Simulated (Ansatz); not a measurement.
Crystal: RbBr.

```
Rb Br
1.0
     0.00000    3.42700    3.42700
     3.42700    0.00000    3.42700
     3.42700    3.42700    0.00000
Rb Br
1 1
Direct
  0.00000 0.00000 0.00000
  0.50000 0.50000 0.50000
```

Base run:

| Item | Value |
| --- | --- |
| Program | Ansatz 0.2.0 |
| Functional | HSE06 form with a typed share of exact exchange |
| Potentials or basis | Ansatz PAW |
| Cutoff | 420 eV (not typed: the program's choice for these potentials) |
| k mesh | 4 × 4 × 4 |
| Occupations | fermi-dirac, width 0.05 eV |
| Spin | no spin polarisation |

Its results: band gap on the k mesh 5.87 eV, direct; pressure 0.8 GPa.

Problem. The run is repeated on the same cell with these changes: screening (1/å) from 0.1 to 0.6. What comes out?

Solution. Band gap on the k mesh 4.84 eV, direct; pressure 0.8 GPa.

Caveats: the PAW data sets come from PBE, with cores solved anew for the run's functional, which leaves a small shift of forces and pressure; the thresholds are loose for stress.

